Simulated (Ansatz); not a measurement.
BiTe: do energies and stresses tell the same story?

Level of theory: DFT PBEsol, scalar-relativistic, plane waves, PAW in Ansatz 0.2.0.

Settings: cutoff 420 eV, Γ-centred mesh 12×12×12 on the computed 2-atom cell, Gaussian smearing of 0.10 eV; no spin polarisation.

Relaxed cell: R-3m, a = 4.798 Å, b = 4.798 Å, c = 9.585 Å, α = 90.00°, β = 90.00°, γ = 120.00°, 2 atoms in the primitive cell. Whether it is the stable form of this composition wasn't checked.

Energies at zero smearing and pressures from the stress tensor, at volumes with shape and atoms relaxed:
```csv
V (Å³/atom),E − E(first) (meV/atom),P (GPa)
29.945,0.00,3.06
30.901,-13.28,1.43
31.856,-17.36,0.00
32.812,-13.17,-1.34
33.768,-1.44,-2.49
```

Check P = −dE/dV between neighbouring volumes, and get the bulk modulus from the pressures alone.

With 1 eV/Å³ = 160.2 GPa:
```tsv
middle V (Å³/atom)	−ΔE/ΔV (GPa)	mean P (GPa)
30.423	2.226	2.248
31.379	0.684	0.715
32.334	-0.702	-0.671
33.290	-1.965	-1.915
```

The two differ by 0.05 GPa at most. The mean of two end pressures misses the average over a step by about ΔV² P″/12, up to 0.03 GPa here; with that taken off 0.03 GPa remains, from the smearing term (the stress is the derivative of the free energy), the finite cutoff, the mesh or the relaxation's tolerance. Around V = 31.856 Å³/atom, the two neighbours give B = −V ΔP/ΔV = 31.856 × 2.77 / 1.911 = 46.2 GPa, against B0 = 46.4 GPa from the Birch–Murnaghan fit of the energies.

Spin–orbit coupling is left out, which can shift energies with elements as heavy as these.